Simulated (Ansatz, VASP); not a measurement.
Two plane-wave programs on Mn

File INCAR:

```
PREC = Accurate ; ENCUT = 520
EDIFF = 1E-6 ; ISMEAR = 0
SIGMA = 0.1 ; LREAL = F
LASPH = T ; NELM = 150
ALGO = Normal ; ISIF = 2
LWAVE = F ; LCHARG = F
ISPIN = 2 ; MAGMOM = 4 4 4
LORBIT = 11 ; LMAXMIX = 4
GGA = PS ; NBANDS = 30
```

File KPOINTS:

```
Automatic mesh
0
Gamma
  9 9 9
```

File POSCAR:

```
Mn
1.0
    1.3944264440      0.8050724828      6.7391755069
   -1.3944264440      0.8050724828      6.7391755069
    0.0000000000     -1.6101449656      6.7391755069
Mn
3
Direct
    0.0000000000      0.0000000000      0.0000000000
    0.2222200000      0.2222200000      0.2222200000
    0.7777800000      0.7777800000      0.7777800000
```

Input for Ansatz:

```yaml
crystal:
  lattice:
    - [1.394426444, 0.8050724828, 6.7391755069]
    - [-1.394426444, 0.8050724828, 6.7391755069]
    - [0.0, -1.6101449656, 6.7391755069]
  atoms:
    - { symbol: Mn, position: [0.0, 0.0, 0.0], spin: 4.0 }
    - { symbol: Mn, position: [0.22222, 0.22222, 0.22222], spin: 4.0 }
    - { symbol: Mn, position: [0.77778, 0.77778, 0.77778], spin: 4.0 }
basis:
  ecutwfc: 420
kpoints:
  mp_grid: { grid: [9, 9, 9] }
hamiltonian:
  xc: pbesol
scf:
  occupations: { method: gaussian, width: 0.1 }
  lower_state_search: "off"
output:
  forces: true
  stress: true
  eigenvalues: true
  populations: true
magnetization:
  spin_polarized: true
```

Alike in both runs: task single point; functional PBEsol; k mesh 9 × 9 × 9; occupations gaussian, width 0.1 eV; collinear spin.

```csv
,VASP,Ansatz
version,VASP 6.6.1,Ansatz 0.2.0
potentials or method,"VASP PAW PBE potentials, release 64 (Mn_pv)","scalar-relativistic, plane waves, PAW"
plane-wave cutoff (eV),520,420
valence electrons in the cell,39,45
```

VASP gave:

* gap on the k mesh at the Fermi level (eV): none
* pressure (GPa): -11.1
* rms of the force components (eV/Å): 0.023
* net moment per atom (μB): 3.48
* size of the moment on the site where the two differ most (μB): 3.35

Estimate Ansatz's values.

gap on the k mesh at the Fermi level (eV): none; pressure (GPa): -11.6; rms of the force components (eV/Å): 0.019; net moment per atom (μB): 3.45; size of the moment on the site where the two differ most (μB): 3.36.

Site moments also hang on the region over which each program counts them. Atom by atom the forces differ by 0.004 eV/Å (rms over components). A gap of «none» marks a metal or a gap that the smearing closes. The two sets of potentials don't hold the same shells in valence.

Caveats: the PAW data sets were made with another functional, which shifts forces and pressure a little (VASP).
